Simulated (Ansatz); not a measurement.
WS₂: field gradients against cell size

Reference cell: a COD entry, its atoms then relaxed with PBE in this cell.

```
W S
1.0
     1.57900    0.91164    6.16333
    -1.57900    0.91164    6.16333
     0.00000   -1.82327    6.16333
W S
1 2
Direct
  0.00066 0.00066 0.00066
  0.24886 0.24886 0.24886
  0.41917 0.41917 0.41917
```

Sites (sets of like atoms) are named by element and the number of their first atom in this list.

Level of theory: DFT, PBE, plane waves and PAW, scalar-relativistic, collinear spin, 420 eV cutoff, Γ-centred 16×16×16 k-points, Fermi–Dirac smearing 0.02 eV (Ansatz 0.2.0). Start moments as typed (μB): 2 on each W, none on the rest.

The cell is scaled uniformly, and the ions relax again at each size.

Problem. How do the gradients (10²¹ V/m²) respond?

Solution. 

```csv
V/V₀,W V_zz (η),S2 V_zz (η),S3 V_zz (η)
0.94,-14.84 (0.00),-3.81 (0.00),-3.52 (0.00)
0.96,-15.55 (0.00),-4.01 (0.00),-3.77 (0.00)
0.98,-16.19 (0.00),-4.22 (0.00),-4.01 (0.00)
1.00,-16.80 (0.00),-4.43 (0.00),-4.25 (0.00)
1.02,-17.34 (0.00),-4.63 (0.00),-4.48 (0.00)
1.04,-17.86 (0.00),-4.84 (0.00),-4.71 (0.00)
1.06,-18.28 (0.00),-5.03 (0.00),-4.92 (0.00)
```

Logarithmic slopes d ln|V_zz|/d ln V over the series: W 1.7, S2 2.3, S3 2.8. Point charges on a uniformly scaled lattice would give −1; atoms that shift within the cell as it changes, and charge that moves in the bonds, make the difference.

No dispersion correction is included, which matters between the layers of this solid.

Without spin–orbit coupling the gradients at and beside W can be off by some per cent, at some sites by more. The start moments die out, and the run ends without spin.
